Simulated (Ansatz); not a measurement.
Structure: zincblende SrO, at its r2SCAN minimum. The symmetry is F-43m (No. 216, cubic); a = 5.585 Å in the conventional setting, 21.77 Å³ an atom. Around Sr lie 4 O at 2.42 Å; around O lie 4 Sr at 2.42 Å.

```cif
data_structure
_symmetry_space_group_name_H-M 'F-43m'
_symmetry_Int_Tables_number 216
_cell_length_a 5.5846
_cell_length_b 5.5846
_cell_length_c 5.5846
_cell_angle_alpha 90.000
_cell_angle_beta 90.000
_cell_angle_gamma 90.000
_cell_volume 174.17
loop_
_atom_site_label
_atom_site_type_symbol
_atom_site_symmetry_multiplicity
_atom_site_Wyckoff_symbol
_atom_site_fract_x
_atom_site_fract_y
_atom_site_fract_z
_atom_site_occupancy
Sr1 Sr 4 a 0.00000 0.00000 0.00000 1
O1 O 4 d 0.25000 0.25000 0.75000 1
```

The questions ask for values computed with the plane-wave code Ansatz on this geometry. These are computed values for a non-magnetic cell that may be hypothetical; none is a measurement.

(1) What gap does PBE give, and where are the band edges?

(2) Estimate the gap with r2SCANh on 6×6×6.

(3) What does HSE06 give for the gap (6×6×6 mesh)?

(4) Estimate the gap with HSE06+SOC on 4×4×4.

(5) Order these levels by the gap that they give, smallest first.
A. PBE
B. DDH-PBE0
C. PBE0
D. r2SCANh
E. LDA
F. HSE06
G. r2SCAN

(6) How strongly does the crystal screen a field with clamped ions (PBE)?

(7) Relaxed again with PBEsol, is the cell stable at the zone centre, and where do its optical modes lie?

Answers

(1) With PBE the valence top lies at W and the conduction bottom at Γ, 2.52 eV higher; the smallest vertical gap, at Γ, is 3.36 eV.

(2) r2SCANh gives an indirect gap of 3.62 eV, from W to Γ; the least direct gap is 4.48 eV at Γ. The gap differs by +1.10 eV from PBE's.

(3) The HSE06 gap is indirect, 3.85 eV (W to Γ), below the direct gap of 4.74 eV at Γ. The gap differs by +1.33 eV from PBE's.

(4) HSE06+SOC gives an indirect gap of 3.82 eV, from W to Γ; the least direct gap is 4.72 eV at Γ. The gap differs by +1.30 eV from PBE's.

(5) E (2.30 eV), A (2.52 eV), G (2.89 eV), D (3.62 eV), F (3.85 eV), C (4.56 eV), B (4.97 eV).

(6) The clamped-ion dielectric constant comes out as 3.35 in all directions. Born charges, averaged over directions: Sr +2.13, O -2.13 e.

(7) The optical mode at Γ lies at 326 cm⁻¹ without the longitudinal term. With the long-range field the highest mode reaches 468 cm⁻¹.

Only the levels marked +SOC include spin-orbit coupling.

The meshes of the hybrids are coarse, so their gaps aren't converged to the digits shown.

Run but not listed, since they were read on a mesh alone, on too coarse a mesh, or into states of the vacuum: LC-ωPBE.
